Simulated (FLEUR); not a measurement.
# Magnetic state of free-standing square V monolayer, spacing 2.546 A from several starts

A self-consistent run ends on one state, which hangs on the start. Several orders of free-standing square V monolayer, spacing 2.546 A are started in FLEUR and their energies compared.

Method: LDA (VWN); all-electron FLAPW film, Dirac cores, scalar-relativistic bands, in FLEUR MaX-R8.1.

**1. Set-up**

The cell holds 1 atom: 1 V. Cell: a = 2.546 Å, b = 2.546 Å, c = 14.000 Å, α = 90.0°, β = 90.0°, γ = 90.0°. Model lattice. Vacuum lies along c.

Coordinates:

```
V
1.0
     2.54600    0.00000    0.00000
     0.00000    2.54600    0.00000
     0.00000    0.00000   14.00000
V
1
Direct
  0.00000 0.00000 0.50000
```

**2. Start 1: ferro +**

The parallel start is the test of whether parallel moments hold.

inpgen writes inp.xml from crystal.txt; cutoffs, mixing, functional, smearing and local orbitals are then set in the file. The k list default-1 (kpts.xml, not shown) is a Γ-centred 10×10×1 mesh; where the ranks do not divide the number of points, some are split in two of half the weight.

inp.xml

```
<?xml version="1.0" encoding="UTF-8" standalone="no"?>
<fleurInput fleurInputVersion="0.39">
   <comment>
      V
   </comment>
   <calculationSetup>
      <cutoffs Kmax="3.6" Gmax="10.8" GmaxXC="10.8" numbands="0"/>
      <scfLoop itmax="120" minDistance="0.00002" maxIterBroyd="15" imix="Anderson" alpha="0.03" precondParam="0.0" spinf="2.0" sdNocoIR="T"/>
      <coreElectrons ctail="T" frcor="F" kcrel="0" coretail_lmax="0"/>
      <xcFunctional name="vwn" relativisticCorrections="F"/>
      <magnetism jspins="2"/>
      <soc l_soc="F" theta="0.0" phi="0.0" spav="F"/>
      <expertModes spex="0" secvar="F"/>
      <geometryOptimization l_f="F" forcealpha="1.0" forcemix="BFGS" epsdisp="0.00001" epsforce="0.00001"/>
      <ldaU l_linMix="F" mixParam="0.05" spinf="1.0"/>
   </calculationSetup>
   <cell>
      <bzIntegration valenceElectrons="13.0" mode="hist" fermiSmearingEnergy="0.00293995">
         <kPointListSelection listName="default-1"/>
         <xi:include xmlns:xi="http://www.w3.org/2001/XInclude" href="kpts.xml"> </xi:include>
      </bzIntegration>
      <xi:include xmlns:xi="http://www.w3.org/2001/XInclude" href="sym.xml"> </xi:include>
      <filmLattice scale="1.0" dVac="5.38" dTilda="7.88">
         <bravaisMatrixFilm>
            <row-1>    4.8112427132315991     0.0000000000000000</row-1>
            <row-2>    0.0000000000000000     4.8112427132315991</row-2>
         </bravaisMatrixFilm>
         <vacuumEnergyParameters vacuum="1" spinUp="-.25" spinDown="-.25"/>
      </filmLattice>
   </cell>
   <atomSpecies>
      <species name="Vanadium (1.500" element="V" atomicNumber="23">
         <mtSphere radius="2.29" gridPoints="757" logIncrement="0.016"/>
         <atomicCutoffs lmax="8" lnonsphr="6"/>
         <electronConfig flipSpins="F">
            <coreConfig>(1s1/2) (2s1/2) (2p1/2) (2p3/2)</coreConfig>
            <valenceConfig>(3s1/2) (3p1/2) (3p3/2) (4s1/2) (3d3/2) (3d5/2)</valenceConfig>
            <stateOccupation state="(3d3/2)" spinUp="0.6" spinDown="0.6"/>
            <stateOccupation state="(3d5/2)" spinUp="1.65" spinDown="0.15"/>
         </electronConfig>
         <energyParameters s="4" p="4" d="3" f="4"/>
         <lo type="SCLO" l="0" n="3" eDeriv="0"/>
         <lo type="SCLO" l="1" n="3" eDeriv="0"/>
      </species>
   </atomSpecies>
   <atomGroups>
      <atomGroup species="Vanadium (1.500">
         <filmPos label="                   1">.0000000000 .0000000000 .0000000000</filmPos>
         <force calculate="T" relaxXYZ="TTT"/>
      </atomGroup>
   </atomGroups>
   <output dos="F" band="F" slice="F">
      <bandDOS minEnergy="-.5*Htr" maxEnergy="0.5*Htr" sigma="0.015" storeEVData="T"/>
      <plotting iplot="0" polar="F">
         <plot TwoD="T" vec1="  1.0  0.0  0.0" vec2="  0.0  1.0  0.0" vec3="  0.0  0.0  1.0" zero="  0.0  0.0 -0.5" file="plot"/>
      </plotting>
      <moessbauerParams electricFieldGradient="F" isomerShift="F" coreHyperfine="F" valenceHyperfine="F"/>
   </output>
</fleurInput>
```

crystal.txt

```
V
&input film=T cartesian=F /
2.54600000000  0.00000000000  0.00000000000
0.00000000000  2.54600000000  0.00000000000
0.00000000000  0.00000000000  1.00000000000
1.8897261246
1.0 1.0 1.0

1
23 0.00000000000  0.00000000000  0.00000000000 : 1.500

&kpt div1=10 div2=10 div3=1 gamma=T /
```

The run is started by

```sh
$ OMP_NUM_THREADS=1 inpgen -f crystal.txt > inpgen.log  # inp.xml is then edited as shown
$ OMP_NUM_THREADS=1 mpirun -n 2 fleur_MPI > fleur.log
```

What it wrote:

```text
Welcome to FLEUR        (www.flapw.de)
      MaX-Release 8.1          (www.max-centre.eu)

 ========== k-point set info ==========
 Selected k-point list: default-1
 k-point list type: mesh
 0 x 0 x 0
 Number of k points: 22

 ------------Calculation Setup---------------------------
 Number of MPI-tasks      :            2
 Number of PE/node        :            2
 Number of OMP-threads    :            1
 k-points in parallel     :            2
 pe's per k-point         :            1
 No of k-point loops      :           11
 Eigenvalue solver        :       lapack
 Number of basis functions:          156
 Approximate size of matrices (H+S) per k-point:         0.000 GB
 --------------------------------------------------------
 Iteration:     1   Distance:      13.22655475 me/bohr^3
 Iteration:     2   Distance:      12.43278626 me/bohr^3
 Iteration:     3   Distance:       6.73647764 me/bohr^3
 Iteration:     4   Distance:       6.57040115 me/bohr^3
 Iteration:     5   Distance:       3.45162436 me/bohr^3
 Iteration:     6   Distance:       4.13972763 me/bohr^3
 Iteration:     7   Distance:       2.11382826 me/bohr^3
 Iteration:     8   Distance:       2.16421812 me/bohr^3
 Iteration:     9   Distance:       1.60055818 me/bohr^3
 Iteration:    10   Distance:       1.44025169 me/bohr^3
[... 33 iterations left out ...]
 Iteration:    44   Distance:       0.00183493 me/bohr^3
 Iteration:    45   Distance:       0.00093132 me/bohr^3
 Iteration:    46   Distance:       0.00054233 me/bohr^3
 Iteration:    47   Distance:       0.00047882 me/bohr^3
 Iteration:    48   Distance:       0.00063706 me/bohr^3
 Iteration:    49   Distance:       0.00020656 me/bohr^3
 Iteration:    50   Distance:       0.00025049 me/bohr^3
 Iteration:    51   Distance:       0.00020220 me/bohr^3
 Iteration:    52   Distance:       0.00002514 me/bohr^3
 Iteration:    53   Distance:       0.00001547 me/bohr^3

 ********************************************************************
 Run finished successfully
 Stop message:
   all done
 ********************************************************************

--- out.xml (last complete iteration) ---
<iteration numberForCurrentRun="   53" overallNumber="   53">
         <energyParameters units="Htr">
            <atomicEP atomType="1" spin="1" branch="4s" branchLowest="-2.48" branchHighest="1.83" value="-0.3086047795"/>
            <atomicEP atomType="1" spin="1" branch="4p" branchLowest="-1.50" branchHighest="2.35" value="-0.1924138294"/>
            <atomicEP atomType="1" spin="1" branch="3d" branchLowest="-9.99" branchHighest="0.05" value="-0.1919710535"/>
            <atomicEP atomType="1" spin="1" branch="4f" branchLowest="-9.99" branchHighest="2.85" value="0.1000944706"/>
            <loAtomicEP atomType="1" spin="1" branch="3s" branchLowest="-22.03" branchHighest="-2.48" value="-2.5099664206"/>
            <loAtomicEP atomType="1" spin="1" branch="3p" branchLowest="-18.42" branchHighest="-1.50" value="-1.5619385594"/>
            <vacuumEP vacuum="1" spin="1" vzIR="-0.3025611358" vzInf="-0.0000234857" value="-0.2500234857"/>
            <atomicEP atomType="1" spin="2" branch="4s" branchLowest="-2.48" branchHighest="1.83" value="-0.3086047445"/>
            <atomicEP atomType="1" spin="2" branch="4p" branchLowest="-1.50" branchHighest="2.35" value="-0.1924137949"/>
            <atomicEP atomType="1" spin="2" branch="3d" branchLowest="-9.99" branchHighest="0.05" value="-0.1919710121"/>
            <atomicEP atomType="1" spin="2" branch="4f" branchLowest="-9.99" branchHighest="2.85" value="0.1000945048"/>
            <loAtomicEP atomType="1" spin="2" branch="3s" branchLowest="-22.03" branchHighest="-2.48" value="-2.5099663739"/>
            <loAtomicEP atomType="1" spin="2" branch="3p" branchLowest="-18.42" branchHighest="-1.50" value="-1.5619385132"/>
            <vacuumEP vacuum="1" spin="2" vzIR="-0.3025611106" vzInf="-0.0000234857" value="-0.2500234857"/>
         </energyParameters>
         <bandgap value="0.0400480245" units="eV"/>
         <sumValenceSingleParticleEnergies value="-15.4867664714" units="Htr"/>
         <FermiEnergy value="-0.1804922080" units="Htr"/>
         <valenceDensity>
            <mtCharges spin="1">
               <mtCharge atomType="1" total="5.6372570" s="1.1255385" p="3.0287110" d="1.4782033" f="0.0034797"/>
            </mtCharges>
            <mtCharges spin="2">
               <mtCharge atomType="1" total="5.6372558" s="1.1255385" p="3.0287110" d="1.4782022" f="0.0034797"/>
            </mtCharges>
            <spinDependentCharge spin="1" total="6.5000008" interstitial="0.7113884" mtSpheres="5.6372570" vacuum1="0.0756777"/>
            <spinDependentCharge spin="2" total="6.4999993" interstitial="0.7113881" mtSpheres="5.6372558" vacuum1="0.0756777"/>
            <totalCharge value="13.0000001464"/>
         </valenceDensity>
         <coreStates atomType="     1" atomicNumber=" 23" spin="1" kinEnergy="    436.4347685310" eigValSum="   -273.8723829966" lostElectrons=" 0.000000">
            <state n="1" l="0" j="0.5" energy="-196.5688684514" weight="1.0000000000"/>
            <state n="2" l="0" j="0.5" energy="-22.0333197689" weight="1.0000000000"/>
            <state n="2" l="1" j="0.5" energy="-18.5968908229" weight="1.0000000000"/>
            <state n="2" l="1" j="1.5" energy="-18.3366519767" weight="2.0000000000"/>
         </coreStates>
         <coreStates atomType="     1" atomicNumber=" 23" spin="2" kinEnergy="    436.4347687123" eigValSum="   -273.8723829364" lostElectrons=" 0.000000">
            <state n="1" l="0" j="0.5" energy="-196.5688684511" weight="1.0000000000"/>
            <state n="2" l="0" j="0.5" energy="-22.0333197511" weight="1.0000000000"/>
            <state n="2" l="1" j="0.5" energy="-18.5968908091" weight="1.0000000000"/>
            <state n="2" l="1" j="1.5" energy="-18.3366519625" weight="2.0000000000"/>
         </coreStates>
         <allElectronCharges>
            <spinDependentCharge spin="1" total="11.5000008" interstitial="0.7113884" mtSpheres="10.6372570" vacuum1="0.0756777"/>
            <spinDependentCharge spin="2" total="11.4999993" interstitial="0.7113881" mtSpheres="10.6372558" vacuum1="0.0756777"/>
            <totalCharge value="23.0000001460"/>
         </allElectronCharges>
         <magneticMomentsInMTSpheres units="muBohr">
            <globalMagMoment atomType="1" vec="0.00000   0.00000   0.00000"/>
            <localMagMoment atomType="1" vec="0.00000   0.00000   0.00000"/>
         </magneticMomentsInMTSpheres>
         <moessbauerParams unitsHFF="kG" unitsIS="e/bohr^3" unitsEFG="Htr/bohr^2">
         </moessbauerParams>
         <totalEnergy value="     -947.3140760977" units="Htr">
            <sumOfEigenvalues value="     -563.2315324043">
               <coreElectrons value="-547.7447659329"/>
               <valenceElectrons value="-15.4867664714"/>
            </sumOfEigenvalues>
            <densityCoulombPotentialIntegral value="-1462.4111244540"/>
            <densityEffectivePotentialIntegral value="-1519.8018110179"/>
            <chargeDenXCDenIntegral value="-43.3729154873"/>
            <FockExchangeEnergyValence value="0.0000000000"/>
            <FockExchangeEnergyCore value="0.0000000000"/>
            <atomTypeDependentContributions atomType="1">
               <electronNucleiInteractionDifferentMTs value="1123.5859189274"/>
               <MadelungTerm value="-5.7199580696"/>
            </atomTypeDependentContributions>
            <tkbTimesEntropy value="0.0022060114"/>
            <freeEnergy value="-947.3162821091"/>
            <extrapolationTo0K value="-947.3151791034"/>
         </totalEnergy>
         <densityConvergence units="me/bohr^3">
            <chargeDensity spin="1" distance="0.0000093629"/>
            <chargeDensity spin="2" distance="0.0000063199"/>
            <overallChargeDensity distance="0.0000154725"/>
            <spinDensity distance="0.0000039763"/>
         </densityConvergence>
      </iteration>
```

It took 30 s on 2 MPI ranks of Intel Xeon at 2.70GHz, shared host; peak memory 0.12 GiB; 59 s of CPU time.

Numbers from this step:

```
free energy                                                       : -25777.7892 eV
program's band gap on this mesh (in a metal only a level spacing) : 0.04005 eV
final state                                                       : non-magnetic
```

After 53 cycles the seed has died away: no moment is left.

**3. Order 2, typed as antiferro q=(1/2,1/2,0) +-**

Another pattern of signs weighs the neighbour shells otherwise.

The cell is doubled to 2 atoms to hold this order. The mesh is halved along the doubled vector, so that both cells sample the same points. The k list default-1 (kpts.xml, not shown) is a Γ-centred 5×10×1 mesh.

inp.xml: that of step 2 with these lines changed.

```diff
@@ -17,3 +17,3 @@
    <cell>
-      <bzIntegration valenceElectrons="13.0" mode="hist" fermiSmearingEnergy="0.00293995">
+      <bzIntegration valenceElectrons="26.0" mode="hist" fermiSmearingEnergy="0.00293995">
          <kPointListSelection listName="default-1"/>
@@ -24,4 +24,4 @@
          <bravaisMatrixFilm>
-            <row-1>    4.8112427132315991     0.0000000000000000</row-1>
-            <row-2>    0.0000000000000000     4.8112427132315991</row-2>
+            <row-1>    9.6224854264631983     0.0000000000000000</row-1>
+            <row-2>    4.8112427132315991     4.8112427132315991</row-2>
          </bravaisMatrixFilm>
@@ -44,2 +44,15 @@
       </species>
+      <species name="Vanadium (-1.500" element="V" atomicNumber="23">
+         <mtSphere radius="2.29" gridPoints="757" logIncrement="0.016"/>
+         <atomicCutoffs lmax="8" lnonsphr="6"/>
+         <electronConfig flipSpins="F">
+            <coreConfig>(1s1/2) (2s1/2) (2p1/2) (2p3/2)</coreConfig>
+            <valenceConfig>(3s1/2) (3p1/2) (3p3/2) (4s1/2) (3d3/2) (3d5/2)</valenceConfig>
+            <stateOccupation state="(3d3/2)" spinUp="0.6" spinDown="0.6"/>
+            <stateOccupation state="(3d5/2)" spinUp="0.15" spinDown="1.65"/>
+         </electronConfig>
+         <energyParameters s="4" p="4" d="3" f="4"/>
+         <lo type="SCLO" l="0" n="3" eDeriv="0"/>
+         <lo type="SCLO" l="1" n="3" eDeriv="0"/>
+      </species>
    </atomSpecies>
@@ -48,2 +61,6 @@
          <filmPos label="                   1">.0000000000 .0000000000 .0000000000</filmPos>
+         <force calculate="T" relaxXYZ="TTT"/>
+      </atomGroup>
+      <atomGroup species="Vanadium (-1.500">
+         <filmPos label="                   2">1.000/2.000 .0000000000 .0000000000</filmPos>
          <force calculate="T" relaxXYZ="TTT"/>
```

crystal.txt

```
V
&input film=T cartesian=F /
5.09200000000  0.00000000000  0.00000000000
2.54600000000  2.54600000000  0.00000000000
0.00000000000  0.00000000000  1.00000000000
1.8897261246
1.0 1.0 1.0

2
23 0.00000000000  0.00000000000  0.00000000000 : 1.500
23 0.50000000000  0.00000000000  0.00000000000 : -1.500

&kpt div1=5 div2=10 div3=1 gamma=T /
```

What it wrote:

```text
[banner, memory and clock lines left out]
Welcome to FLEUR        (www.flapw.de)
      MaX-Release 8.1          (www.max-centre.eu)

 ========== k-point set info ==========
 Selected k-point list: default-1
 k-point list type: mesh
 5 x 10 x 1
 Number of k points: 18

 ------------Calculation Setup---------------------------
 Number of PE/node        :            2
 Number of OMP-threads    :            1
 k-points in parallel     :            2
 pe's per k-point         :            1
 No of k-point loops      :            9
 Eigenvalue solver        :       lapack
 Number of basis functions:          312
 Approximate size of matrices (H+S) per k-point:         0.001 GB
 Iteration:     1   Distance:      14.24174016 me/bohr^3
 Iteration:     2   Distance:      13.26546540 me/bohr^3
 Iteration:     3   Distance:       7.24366492 me/bohr^3
 Iteration:     4   Distance:       7.09624917 me/bohr^3
 Iteration:     5   Distance:       2.80434320 me/bohr^3
 Iteration:     6   Distance:       4.35860997 me/bohr^3
 Iteration:     7   Distance:       0.52849685 me/bohr^3
 Iteration:     8   Distance:       0.42776087 me/bohr^3
 Iteration:     9   Distance:       0.40117205 me/bohr^3
 Iteration:    10   Distance:       0.32304978 me/bohr^3
 Iteration:    11   Distance:       0.19435084 me/bohr^3
 Iteration:    12   Distance:       0.18549607 me/bohr^3
 Iteration:    13   Distance:       0.06959539 me/bohr^3
 Iteration:    14   Distance:       0.05707075 me/bohr^3
 Iteration:    15   Distance:       0.02742421 me/bohr^3
 Iteration:    16   Distance:       0.02709292 me/bohr^3
 Iteration:    17   Distance:       0.02094645 me/bohr^3
 Iteration:    18   Distance:       0.01503900 me/bohr^3
 Iteration:    19   Distance:       0.01244887 me/bohr^3
 Iteration:    20   Distance:       0.00310604 me/bohr^3
 Iteration:    21   Distance:       0.00460820 me/bohr^3
 Iteration:    22   Distance:       0.00147643 me/bohr^3
 Iteration:    23   Distance:       0.00176997 me/bohr^3
 Iteration:    24   Distance:       0.00034352 me/bohr^3
 Iteration:    25   Distance:       0.00009551 me/bohr^3
 Iteration:    26   Distance:       0.00009553 me/bohr^3
 Iteration:    27   Distance:       0.00001067 me/bohr^3

 ********************************************************************
 Run finished successfully
 Stop message:
   all done
 ********************************************************************

--- out.xml (last complete iteration) ---
<iteration numberForCurrentRun="   27" overallNumber="   27">
         [... left out ...]
         <bandgap value="0.0943379480" units="eV"/>
         <sumValenceSingleParticleEnergies value="-30.6803944855" units="Htr"/>
         <FermiEnergy value="-0.1760500056" units="Htr"/>
         <valenceDensity>
            <mtCharges spin="1">
               <mtCharge atomType="1" total="6.3106365" s="1.1322137" p="3.0180769" d="2.1571200" f="0.0023070"/>
               <mtCharge atomType="2" total="4.9869869" s="1.1203202" p="3.0359062" d="0.8242909" f="0.0047794"/>
            </mtCharges>
            <mtCharges spin="2">
               <mtCharge atomType="1" total="4.9869869" s="1.1203202" p="3.0359062" d="0.8242909" f="0.0047794"/>
               <mtCharge atomType="2" total="6.3106365" s="1.1322137" p="3.0180769" d="2.1571200" f="0.0023070"/>
            </mtCharges>
            <spinDependentCharge spin="1" total="13.0000001" interstitial="1.4051386" mtSpheres="11.2976234" vacuum1="0.1486191"/>
            <spinDependentCharge spin="2" total="13.0000002" interstitial="1.4051386" mtSpheres="11.2976234" vacuum1="0.1486191"/>
            <totalCharge value="26.0000003005"/>
         </valenceDensity>
         [... left out ...]
         <magneticMomentsInMTSpheres units="muBohr">
            <globalMagMoment atomType="1" vec="0.00000   0.00000   1.32365"/>
            <localMagMoment atomType="1" vec="0.00000   0.00000   1.32365"/>
            <globalMagMoment atomType="2" vec="0.00000   0.00000  -1.32365"/>
            <localMagMoment atomType="2" vec="0.00000   0.00000  -1.32365"/>
         </magneticMomentsInMTSpheres>
         [... left out ...]
         <totalEnergy value="    -1894.6304602233" units="Htr">
            <sumOfEigenvalues value="    -1125.8158919336">
               <coreElectrons value="-1095.1354974481"/>
               <valenceElectrons value="-30.6803944855"/>
            </sumOfEigenvalues>
            <densityCoulombPotentialIntegral value="-2924.2279532721"/>
            <densityEffectivePotentialIntegral value="-3039.0899244062"/>
            <chargeDenXCDenIntegral value="-86.8054538468"/>
            <FockExchangeEnergyValence value="0.0000000000"/>
            <FockExchangeEnergyCore value="0.0000000000"/>
         [... left out ...]
            <tkbTimesEntropy value="0.0045832843"/>
            <freeEnergy value="-1894.6350435077"/>
            <extrapolationTo0K value="-1894.6327518655"/>
         </totalEnergy>
         <densityConvergence units="me/bohr^3">
            <chargeDensity spin="1" distance="0.0000061393"/>
            <chargeDensity spin="2" distance="0.0000060893"/>
            <overallChargeDensity distance="0.0000059742"/>
            <spinDensity distance="0.0000106701"/>
         </densityConvergence>
      </iteration>
```

Run time: 38 s. Hardware: 2 MPI ranks; peak memory 0.18 GiB; 76 s of CPU time.

This step gave:

```yaml
free_energy: -51555.6460 eV
program_s_band_gap_on_this_mesh_in_a_metal_only_a_level_spacing: 0.09434 eV
magnetization: 0 μB
final_state: antiferromagnetic
largest_moment: 1.324 μB
```

It lies 33.7 meV a seeded atom under the first start, and its largest moment is 1.32 μB against 0 μB.

(Part 1 of 2 ends here.)

[Logs and program files are shortened in this print: banners, set-up blocks, solver, clock and traceback lines can be left out without a mark of their own.]

[Logs are printed without paths, hosts, clocks, repeated set-up lines and the standing remarks that a program may print on its own settings, such as how far it seeks lower states.]

[Hosts, paths, dates, database ids (printed as entryN), source tags and the programs' standing remarks are cut or masked in the printed files.]

[Where a cell is said to come from a database of computed structures, the database is the Materials Project.]
